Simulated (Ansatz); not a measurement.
# Convergence of a linear-scaling basis for random wurtzite alloy of AlN and GaN (72 atoms)

Aim: test how closely localised support functions follow the reference on random wurtzite alloy of AlN and GaN (72 atoms), and at what cost. A setting counts as converged where the r.m.s. difference of forces stays under 1 % of the r.m.s. force.

Method: Kohn-Sham DFT, PBE, PAW (set soft_2), plane waves, in Ansatz 0.2.0.

### 1. The structure

The cell holds 72 atoms: 32 Ga, 36 N and 4 Al. Its edges and angles: a = 9.541 Å, b = 9.541 Å, c = 10.325 Å, α = 90.0°, β = 90.0°, γ = 120.0°. It derives from AlN and GaN (wurtzite), repeated 3×3×2. Wurtzite AlN, 3 x 3 x 2 conventional cells, 32 of 36 Al sites given to Ga at random (x = 0.889), lattice by Vegard's rule (a = 3.18 Å, c = 5.162 Å); not relaxed, displaced by a Gaussian of 0.02 Å.

Structure file:

```cif
data_structure
_symmetry_space_group_name_H-M 'P 1'
_symmetry_Int_Tables_number 1
_cell_length_a 9.5412
_cell_length_b 9.5412
_cell_length_c 10.3248
_cell_angle_alpha 90.000
_cell_angle_beta 90.000
_cell_angle_gamma 120.000
_cell_volume 813.99
loop_
_atom_site_label
_atom_site_type_symbol
_atom_site_fract_x
_atom_site_fract_y
_atom_site_fract_z
_atom_site_occupancy
Ga1 Ga 0.00174 0.00209 0.00104 1
N2 N 0.11097 0.22507 0.06157 1
Ga3 Ga 0.11106 0.22216 0.24815 1
N4 N 0.99679 0.00156 0.31006 1
Ga5 Ga 0.00143 0.00159 0.49914 1
N6 N 0.10951 0.22443 0.56159 1
Al7 Al 0.11062 0.22395 0.74728 1
N8 N 0.00296 0.00467 0.81026 1
Ga9 Ga 0.99935 0.33635 0.00044 1
N10 N 0.10484 0.55231 0.06138 1
Ga11 Ga 0.10875 0.55464 0.24852 1
N12 N 0.99882 0.33455 0.31192 1
Ga13 Ga 0.00174 0.33772 0.49651 1
N14 N 0.11028 0.55478 0.56230 1
Al15 Al 0.10684 0.55215 0.74993 1
N16 N 0.99954 0.33495 0.81049 1
Ga17 Ga 0.99630 0.66499 0.99739 1
N18 N 0.11084 0.88760 0.05951 1
Ga19 Ga 0.10932 0.88932 0.25374 1
N20 N 0.99682 0.66461 0.31054 1
Ga21 Ga 0.99405 0.66394 0.50254 1
N22 N 0.11146 0.88868 0.56334 1
Ga23 Ga 0.11448 0.89010 0.74909 1
N24 N 0.00171 0.67029 0.80837 1
Al25 Al 0.33718 0.00104 0.00054 1
N26 N 0.44711 0.22272 0.06061 1
Ga27 Ga 0.44666 0.22701 0.24820 1
N28 N 0.33069 0.99883 0.31298 1
Ga29 Ga 0.33365 0.99808 0.50202 1
N30 N 0.44485 0.21938 0.55933 1
Ga31 Ga 0.44529 0.22201 0.74905 1
N32 N 0.33178 0.00002 0.81321 1
Ga33 Ga 0.33670 0.33259 0.99941 1
N34 N 0.44570 0.55824 0.06254 1
Ga35 Ga 0.44396 0.55235 0.24910 1
N36 N 0.33441 0.33680 0.31409 1
Ga37 Ga 0.33644 0.33558 0.50213 1
N38 N 0.44975 0.56212 0.56085 1
Ga39 Ga 0.45061 0.55954 0.75185 1
N40 N 0.33562 0.33569 0.80820 1
Ga41 Ga 0.32958 0.66641 0.99887 1
N42 N 0.44430 0.88882 0.06603 1
Ga43 Ga 0.44168 0.88618 0.25007 1
N44 N 0.33178 0.66652 0.31068 1
Al45 Al 0.33231 0.66557 0.50026 1
N46 N 0.44092 0.88824 0.56270 1
Ga47 Ga 0.44649 0.89161 0.74883 1
N48 N 0.33693 0.66967 0.81043 1
Ga49 Ga 0.67037 0.00340 0.00177 1
N50 N 0.78066 0.22514 0.05807 1
Ga51 Ga 0.77935 0.22243 0.24836 1
N52 N 0.66830 0.99816 0.31302 1
Ga53 Ga 0.66785 0.00376 0.50259 1
N54 N 0.77530 0.22580 0.56374 1
Ga55 Ga 0.78239 0.22058 0.75346 1
N56 N 0.66850 0.00348 0.81138 1
Ga57 Ga 0.66574 0.33304 0.99828 1
N58 N 0.77683 0.55571 0.06348 1
Ga59 Ga 0.77489 0.55350 0.24915 1
N60 N 0.66769 0.33261 0.30993 1
Ga61 Ga 0.66505 0.33264 0.49687 1
N62 N 0.77949 0.55817 0.56201 1
Ga63 Ga 0.77557 0.55488 0.74888 1
N64 N 0.66478 0.33157 0.81263 1
Ga65 Ga 0.66554 0.66649 0.00156 1
N66 N 0.78168 0.89608 0.06096 1
Ga67 Ga 0.77634 0.88648 0.24943 1
N68 N 0.66813 0.66565 0.31098 1
Ga69 Ga 0.66676 0.66096 0.50282 1
N70 N 0.78005 0.88809 0.55750 1
Ga71 Ga 0.77719 0.88965 0.74876 1
N72 N 0.66423 0.66570 0.81124 1
```

Before any run, some limits are plain. The host structure and its lattice constant were typed by rule, without a check against the phase diagram. Only the Γ point is sampled, in a cell whose shortest periodic width is 8 Å.

### 2. Plane-wave single point

The first run fixes the reference, at a cutoff of 420 eV.

File input.yaml:

```yaml
crystal:
  lattice:
    - [9.5412, 0.0, 0.0]
    - [-4.7706, 8.26292, 0.0]
    - [0.0, 0.0, 10.3248]
  atoms:
    - { symbol: Ga, position: [0.00174, 0.00209, 0.00104] }
    - { symbol: "N", position: [0.11097, 0.22507, 0.06157] }
    - { symbol: Ga, position: [0.11106, 0.22216, 0.24815] }
    - { symbol: "N", position: [0.99679, 0.00156, 0.31006] }
    [... 62 atom lines left out ...]
    - { symbol: Ga, position: [0.77634, 0.88648, 0.24943] }
    - { symbol: "N", position: [0.66813, 0.66565, 0.31098] }
    - { symbol: Ga, position: [0.66676, 0.66096, 0.50282] }
    - { symbol: "N", position: [0.78005, 0.88809, 0.5575] }
    - { symbol: Ga, position: [0.77719, 0.88965, 0.74876] }
    - { symbol: "N", position: [0.66423, 0.6657, 0.81124] }
kpoints:
  mp_grid: { grid: [1, 1, 1] }
hamiltonian:
  xc: pbe
scf:
  occupations: { method: fixed }
output:
  forces: true
  stress: true
  populations: intrinsic
  dos:
    method: { smearing: { sigma: 0.1 } }
    de: 0.1
    projected: { site_lists: { Al: [Al], Ga: [Ga], "N": ["N"] } }
  eigenvalues: true
  write_density: true
  write_potential: true
  volumetric_format: npy
```

On the command line:

```console
$ ansatz run input.yaml --threads 4 --pin off --max-ram 8192MiB --backend cpu --events-out ev --progress --plain --runs-dir out
```

The program printed:

```text
Engine: ansatz 0.2.0, aarch64-unknown-linux-gnu
Pseudopotentials: kind: paw
Pseudopotential: Ga, paw, valence charge 13, recommended cutoff 420 eV (normal), Ga.paw.azcp
Pseudopotential: N, paw, valence charge 5, recommended cutoff 420 eV (normal), N.paw.azcp
Pseudopotential: Al, paw, valence charge 3, recommended cutoff 420 eV (normal), Al.paw.azcp
[... 5 lines on functional and potentials left out ...]
Crystal: 72 atoms, lattice volume = 813.988 Å³
Basis set: ecut = 420 eV, 15863 PW (Γ), exchange–correlation on 128×128×144 points (8 copies of the dense FFT grid, shifted against one another)
Bands: 376, of which v1, the nominal top of the filled ones, is band 304 counted from 1 (303 counted from 0)
Symmetry: 1 space group operations
Space group: P1 (ITA 1), of the structure as read, at distance tolerance 9.3e-5 Å
k-points: 1
[... 7 lines on functional and potentials left out ...]
Initial density: superposition of atomic densities (neutral atoms: chi_scale 0, normalization atom), corrected by the library's trained network
Initial wavefunctions: pseudopotential atomic-orbital guess
Functional: x = pbe(κ = 0.804, μ = 0.219515), c = pbe(β = 0.066725)
SCF iter   1: F=—  HF=-137063.675780 eV  |F-HF|=—  |Δ(HF+E_count)|=         —  Δρ=5.44e-3  dr2=2.14e-1  ethr=1.77e-3  ⟨swp⟩=5.0  Hψ=1167  notcnv=0  defer=68
preconditioner: auto → Resta (q_TF=auto, 2.599 Å⁻¹)  ε∞=4.8  [insulator: Δε(μ)=2.114 eV  Ē_g=16.357 eV  n_scr=236 (ndim 8)  ℏωp=32.1 eV  f_vac=0.004  ε∞_Penn≈4.8]
SCF iter   2: F=—  HF=-137063.632291 eV  |F-HF|=—  |Δ(HF+E_count)|=   4.35e-2  Δρ=2.23e-3  dr2=2.21e-2  ethr=3.51e-5  ⟨swp⟩=2.0  Hψ=710  notcnv=0  defer=70
SCF iter   3: F=—  HF=-137063.634655 eV  |F-HF|=—  |Δ(HF+E_count)|=   2.36e-3  Δρ=9.89e-4  dr2=5.49e-3  ethr=3.64e-6  ⟨swp⟩=2.0  Hψ=310  notcnv=0  defer=70
SCF iter   4: F=—  HF=-137063.636799 eV  |F-HF|=—  |Δ(HF+E_count)|=   2.14e-3  Δρ=2.34e-4  dr2=4.18e-4  ethr=9.03e-7  ⟨swp⟩=3.0  Hψ=614  notcnv=0  defer=70
SCF iter   5: F=—  HF=-137063.636773 eV  |F-HF|=—  |Δ(HF+E_count)|=   2.60e-5  Δρ=1.18e-4  dr2=8.67e-5  ethr=6.88e-8  ⟨swp⟩=2.0  Hψ=611  notcnv=0  defer=68
SCF iter   6: F=—  HF=-137063.637064 eV  |F-HF|=—  |Δ(HF+E_count)|=   2.91e-4  Δρ=3.27e-5  dr2=9.63e-6  ethr=1.43e-8  ⟨swp⟩=2.0  Hψ=612  notcnv=0  defer=68
SCF iter   7: F=—  HF=-137063.637071 eV  |F-HF|=—  |Δ(HF+E_count)|=   6.43e-6  Δρ=1.64e-5  dr2=2.11e-6  ethr=1.58e-9  ⟨swp⟩=2.0  Hψ=612  notcnv=0  defer=68
SCF iter   8: F=-137063.637071 eV  HF=-137063.637071 eV  |F-HF|=4.72e-8  |Δ(HF+E_count)|=   1.86e-7  Δρ=2.93e-6  dr2=6.17e-8  ethr=1.64e-11  ⟨swp⟩=14.0  Hψ=2977  notcnv=0
SCF 1 converged in 8 iterations: F = -137063.637071 eV  dr2 = 6.17e-8
  greatest PAW one-centre occupation: 0.995 electrons in one spin orbital (limit 2), on the Ga atom at site 22 (counted from 0), in its partial waves of l = 2
SCF converged after 8 iterations
Free energy (F): -137063.637071 eV
Harris-Foulkes:  -137063.637071 eV  (|F-HF|=4.72e-8)
Internal energy: -137063.637071 eV  (E = F + TS)
E sigma→0 (E₀):  -137063.637071 eV
Fermi energy:    9.554508 eV
--- Per-component energies (eV) ---
  E_band       = -124.396624
  E_kinetic    = 8570.608617
  E_local      = -66997.604811  (includes V_loc(G=0)·N_el)
  E_nonlocal   = 15406.046981
  E_hartree    = 30864.788502
  E_xc         = -4529.002194
  E_vxc        = -4725.235835  (∫ρ·V_xc dr)
  E_paw        = -70244.007366  (= ΣΔE_a)
  E_vpaw       = -14107.788142  (= ΣTr[D̂ρ^β])
  E_aug_tail   = 0.000957  (compensation charges beyond the density's cutoff)
  E_ewald      = -50134.467756
  E_smearing   = -0.000000  (= −TS)
  E_closure    = -0.000000  (closes the sum)
  Σ components = -137063.637071   (vs F -137063.637071, Δ=0.00e0)
--- Forces (eV/Å), atoms counted from 1 ---
  atom   1  Ga     0.26758134    -0.02974180    -0.42104905
  atom   2  N      0.44676730     0.15000856    -0.20026392
  atom   3  Ga    -0.09324762     0.22365352     0.38561935
  atom   4  N      0.55398877    -0.00075742     0.17736820
  atom   5  Ga     0.03388588     0.02042790     0.06342525
  atom   6  N      0.37803199     0.09271624     0.62804624
  atom   7  Al     0.25078281     0.02586645     0.43888448
  atom   8  N     -0.16499564     0.48112875    -0.27074966
  atom   9  Ga     0.52291209    -0.40674547    -0.37928949
  atom  10  N      0.38233005     0.68607726    -0.19208009
  atom  11  Ga     0.03708225     0.32516499     0.30747400
  atom  12  N      0.29312393    -0.15242500    -0.47112788
  atom  13  Ga    -0.30782716    -0.54045143     0.60840910
  atom  14  N      0.67996519     0.68556330     0.53307456
[...]
atom  71  Ga     0.48139494     0.11935965    -0.08657838
  atom  72  N      0.84600410     0.60186620     0.37219365
  max |Σ_I F_I| component: 3.20e-5 eV/Å
--- Stress (GPa, compression-positive) ---
        6.332511       0.232601       0.172268
        0.232602       6.229697      -0.269444
        0.172267      -0.269441       4.977909
  P = ⅓ Tr σ = 5.8467 GPa (58.467 kbar)
--- Band table (eV) ---
  k-point 0: bands = ["-6.4456", "-5.9789", "-5.8854", "-5.8053", [... 360 levels ...], "17.9242", "17.9497", "18.0313", "18.0707", "18.1026", "18.1402", "18.1815", "18.2654", "18.3137", "18.4538", "18.7112", "18.7591"]
--- intrinsic populations: 72 sites ---
  site symbol       q [e]
     0     Ga     12.2286
     1      N      5.7840
     2     Ga     12.2148
[...]
71      N      5.7824
  spilling = 0.000000 (of n_electrons = 608.000000)
```

It took 15 s on 4 threads of Arm Neoverse V2, shared host; peak memory 1.2 GiB; 56 s of CPU time.

Reading the cycles: dr2 is the Hartree energy of the density residual (eV), the measure of convergence; HF is the Harris–Foulkes estimate of the energy, which meets the free energy F at convergence.

Read from the output:

```yaml
free_energy: -137063.6371 eV
free_energy_per_atom: -1903.6616 eV/atom
scf_cycles: 8
pressure: 5.847 GPa
r_m_s_force_component: 0.4689 eV/Å
longest_force: 1.535 eV/Å
fermi_energy: 9.555 eV
spacing_of_highest_filled_and_lowest_empty_level: 2.085 eV
```

The r.m.s. force component of 0.47 eV/Å sets the scale for the differences below.

### 3. Support functions low

The cell is solved in localised support functions.

This step: Kohn-Sham DFT, PBE, PAW (set soft_2), localised support functions (low) (Ansatz 0.2.0).

input.yaml, the sections that differ from step 2:

```yaml
scf:
  occupations: { method: fixed }
  eigensolver: { kind: { support_functions: { accuracy: low } } }
  max_iter: 150
output:
  forces: true
  eigenvalues: true
# crystal, kpoints, hamiltonian: as in step 2
```

The program printed:

```text
Warning: scf.eigensolver.kind.support_functions: disabling space-group detection — the functions' gradient is summed over unrotated k-points, so no spatial operation reduces the k-mesh or symmetrises the density; time reversal is kept, so that k and −k are solved as one point where they differ and the mesh holds both, and exact exchange and, on two spinor components, a DFT+U term hold to it where the run has them: [...]
settings of this run that can trade accuracy for cost: scf.eigensolver.kind.support_functions; scf.eigensolver.kind.support_functions.accuracy: low [...]
[...]
Crystal: 72 atoms, lattice volume = 813.988 Å³
Basis set: ecut = 420 eV, 15863 PW (Γ), exchange–correlation on 128×128×144 points (8 copies of the dense FFT grid, shifted against one another)
Bands: 365, of which v1, the nominal top of the filled ones, is band 304 counted from 1 (303 counted from 0)
Symmetry: 1 space group operations
k-points: 1
[...]
SCF iter   1: F=—  HF=-137057.967779 eV  |F-HF|=—  |Δ(HF+E_count)|=         —  Δρ=1.07e-1  dr2=9.24e1  ethr=1.00e-1
[...]
SCF iter  12: F=—  HF=-137063.905738 eV  |F-HF|=—  |Δ(HF+E_count)|=   1.37e-3  Δρ=9.30e-5  dr2=4.13e-5  ethr=6.84e-9  κ⁻¹=2.2e-6(r=7)
SCF iter  13: F=-137063.906942 eV  HF=-137063.906946 eV  |F-HF|=3.98e-6  |Δ(HF+E_count)|=   1.21e-3  Δρ=9.14e-6  dr2=4.75e-7  ethr=6.79e-9
SCF 1 converged in 13 iterations: F = -137063.935267 eV  dr2 = 4.75e-7
[...]
SCF converged after 13 iterations
Stability not checked: this state was not tested for a lower state beside it, because the mixer in use, unlike msr1, does not test its closes by its own steps (another_mixer; see scf.mixing.algorithm and scf.lower_state_search)
Free energy (F): -137063.935267 eV
[...]
Internal energy: -137063.935267 eV  (E = F + TS)
E sigma→0 (E₀):  -137063.935267 eV
Fermi energy:    9.552600 eV
[...]
Σ components = -137063.935267   (vs F -137063.935267, Δ=0.00e0)
--- Forces (eV/Å), atoms counted from 1 ---
  atom   1  Ga     0.26734871    -0.02938998    -0.42168491
  atom   2  N      0.44695174     0.14987317    -0.20061616
  atom   3  Ga    -0.09352750     0.22131225     0.38695943
  atom   4  N      0.55456777    -0.00052931     0.17669290
[...]
atom  72  N      0.84550927     0.60194967     0.37168888
  max |Σ_I F_I| component: 7.72e-3 eV/Å
--- Band table (eV) ---
[...]
```

It took 2.6 min on 4 threads; peak memory 3.1 GiB; 10 min of CPU time.

The program notes that the band table was not solved further than the SCF left it and it switched symmetry off.

Keys that differ from the reference: support_functions.accuracy = "low" and scf.max_iter = 150.

Forces differ from the reference by 0.59 meV/Å r.m.s., 0.13 % of their size, well within a tolerance of 1 %; the energy by -4.1 meV/atom. It took roughly 10 times the reference's time (one timing each, with unlike analyses asked), in 13 cycles against 8.

### 4. Support functions medium

With localised support functions most steps grow linearly with size, though the diagonalisation grows faster unless the density matrix is cut; this run measures error and cost at this size.

This step: Kohn-Sham DFT, PBE, PAW (set soft_2), localised support functions (medium) (Ansatz 0.2.0).

input.yaml, the sections that differ from step 3:

```yaml
scf:
  occupations: { method: fixed }
  eigensolver: { kind: { support_functions: { accuracy: medium } } }
  max_iter: 150
# crystal, kpoints, hamiltonian, output: as in step 3
```

The program printed:

```text
[...]
Crystal: 72 atoms, lattice volume = 813.988 Å³
Basis set: ecut = 420 eV, 15863 PW (Γ), exchange–correlation on 128×128×144 points (8 copies of the dense FFT grid, shifted against one another)
Bands: 365, of which v1, the nominal top of the filled ones, is band 304 counted from 1 (303 counted from 0)
Symmetry: 1 space group operations
k-points: 1
[...]
SCF iter   1: F=—  HF=-137057.967779 eV  |F-HF|=—  |Δ(HF+E_count)|=         —  Δρ=1.07e-1  dr2=9.24e1  ethr=1.00e-1
[...]
SCF iter  13: F=—  HF=-137063.906946 eV  |F-HF|=—  |Δ(HF+E_count)|=   1.21e-3  Δρ=9.14e-6  dr2=4.75e-7  ethr=6.79e-9  κ⁻¹=1.1e-6(r=7)
SCF iter  14: F=-137063.908067 eV  HF=-137063.908067 eV  |F-HF|=4.54e-8  |Δ(HF+E_count)|=   1.12e-3  Δρ=7.44e-6  dr2=1.95e-7  ethr=7.80e-11
SCF 1 converged in 14 iterations: F = -137063.935264 eV  dr2 = 1.95e-7
[...]
SCF converged after 14 iterations
[...]
Free energy (F): -137063.935264 eV
[...]
Internal energy: -137063.935264 eV  (E = F + TS)
E sigma→0 (E₀):  -137063.935264 eV
Fermi energy:    9.552619 eV
[...]
Σ components = -137063.935264   (vs F -137063.935264, Δ=0.00e0)
--- Forces (eV/Å), atoms counted from 1 ---
  atom   1  Ga     0.26728199    -0.02949217    -0.42160659
  atom   2  N      0.44692316     0.14991762    -0.20061197
  atom   3  Ga    -0.09345211     0.22168888     0.38694361
  atom   4  N      0.55460726    -0.00057769     0.17670852
[...]
atom  72  N      0.84560899     0.60197732     0.37169036
  max |Σ_I F_I| component: 6.44e-3 eV/Å
--- Band table (eV) ---
[...]
```

Elapsed: 2.8 min, on 4 threads; peak memory 3.1 GiB.

Keys that differ from the reference: support_functions.accuracy = "medium" and scf.max_iter = 150.

Forces differ from the reference by 0.57 meV/Å r.m.s., 0.12 % of their size, well within a tolerance of 1 %; the energy by -4.1 meV/atom. It took roughly 11 times the reference's time (one timing each, with unlike analyses asked), in 14 cycles against 8.

### 5. Support functions medium, spacing 0.383 Å

The grid spacing sets how fine a wave the support functions can hold.

input.yaml, the sections that differ from step 4:

```yaml
scf:
  occupations: { method: fixed }
  eigensolver: { kind: { support_functions: { accuracy: medium, spacing: 0.383 } } }
  max_iter: 150
# crystal, kpoints, hamiltonian, output: as in step 4
```

The program printed:

```text
[...]
Crystal: 72 atoms, lattice volume = 813.988 Å³
Basis set: ecut = 420 eV, 15863 PW (Γ), exchange–correlation on 128×128×144 points (8 copies of the dense FFT grid, shifted against one another)
Bands: 365, of which v1, the nominal top of the filled ones, is band 304 counted from 1 (303 counted from 0)
Symmetry: 1 space group operations
k-points: 1
[...]
SCF iter   1: F=—  HF=-137045.028025 eV  |F-HF|=—  |Δ(HF+E_count)|=         —  Δρ=1.04e-1  dr2=8.79e1  ethr=1.00e-1
[...]
SCF iter  12: F=-137057.153286 eV  HF=-137057.153288 eV  |F-HF|=1.62e-6  |Δ(HF+E_count)|=   1.74e-3  Δρ=1.71e-5  dr2=1.42e-6  ethr=3.58e-10
SCF 1 converged in 12 iterations: F = -137057.182546 eV  dr2 = 1.42e-6
[...]
SCF converged after 12 iterations
[...]
Free energy (F): -137057.182546 eV
[...]
Internal energy: -137057.182546 eV  (E = F + TS)
E sigma→0 (E₀):  -137057.182546 eV
Fermi energy:    9.545029 eV
[...]
--- Forces (eV/Å), atoms counted from 1 ---
  atom   1  Ga     0.27984375    -0.01412895    -0.45402271
  atom   2  N      0.46910188     0.15662465    -0.42427174
  atom   3  Ga    -0.08250834     0.23913201     0.46516313
  atom   4  N      0.53444438     0.01308715     0.32771206
  atom   5  Ga     0.05085674     0.03342682     0.05371854
  atom   6  N      0.39792928     0.09217136     0.39850043
  atom   7  Al     0.25599620     0.03285747     0.48951608
  atom   8  N     -0.18179172     0.55661439    -0.15060840
  atom   9  Ga     0.53779477    -0.41521561    -0.42343757
  atom  10  N      0.40086367     0.73409620    -0.40069975
  atom  11  Ga     0.05665111     0.33495666     0.37880245
  atom  12  N      0.29003869    -0.15171848    -0.43932423
  atom  13  Ga    -0.33699396    -0.55556304     0.64808009
  atom  14  N      0.72659178     0.74613840     0.32217960
[...]
atom  71  Ga     0.50092513     0.11616040    -0.03954951
  atom  72  N      0.87835947     0.65085394     0.51004916
  max |Σ_I F_I| component: 4.80e-1 eV/Å
--- Band table (eV) ---
[...]
```

Wall time 92 s (4 threads); peak memory 2 GiB.

The program notes that the forces don't sum to zero within tolerance and the grid leaves an egg-box force.

Forces differ from the reference by 77 meV/Å r.m.s., 16 % of their size, far over a tolerance of 1 %; the energy by +90 meV/atom and the gap by -0.022 eV. It took roughly 6.0 times the reference's time (one timing each, with unlike analyses asked), in 12 cycles against 8. The setting is coarser than the default on purpose.

(Continued in part 2 of 2.)

[Long decimals in the printed logs are rounded to 6 places.]

[Logs are printed without paths, hosts, clocks, repeated set-up lines and the standing remarks that a program may print on its own settings, such as how far it seeks lower states.]

[Hosts, paths, dates, database ids (printed as entryN), source tags and the programs' standing remarks are cut or masked in the printed files.]
